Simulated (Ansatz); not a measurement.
What a trial cell of Re relaxes into

Computed with Ansatz, DFT PBE, scalar-relativistic, plane waves, PAW. Cutoff 420 eV, Γ-centred k mesh, Gaussian smearing, no spin polarisation in the final step.

The start is a random cell of Re without symmetry, drawn with lower limits on the distances.

```
Re
1.0
     4.13194    0.00000    0.00000
    -1.20478    3.62173    0.00000
     1.27938    1.85641    2.54638
Re
2
Direct
  0.32416 0.24318 0.63671
  0.04264 0.46697 0.20322
```

Cell and atoms relax at zero pressure; the relaxation can't lower the symmetry of the start. After a coarse first stage the cell is made exact in the group found at 0.06 Å.

Energies count from the standard state of Re at the same level.

Q: Describe the relaxed structure.

A: It ends in Fm-3m (No. 225). The result has the fcc structure. Conventional cell: a = 3.915 Å. Re is coordinated by 12 Re at 2.77 Å.

```xyz
1
Lattice="0.0000 1.9576 1.9576 1.9576 0.0000 1.9576 1.9576 1.9576 0.0000" Properties=species:S:1:pos:R:3 pbc="T T T"
Re    0.0000    0.0000    0.0000
```

Q: What are its volume, energy, density and gap?

A: The volume per atom is 15.00 Å³ and the density is 20.61 g/cm³. The energy over the standard structure is 0.06 eV/atom. The gap on the 24×24×24 mesh is 0 eV (a metal).

The final run used a 24×24×24 mesh on its 1-atom cell and 0.10 eV smearing. The k mesh leaves about 4 meV/atom of noise in metals. Spin–orbit coupling is left out. A structure relaxed within its symmetry needn't be a true minimum. The steps took of the order of 60 core-seconds in all.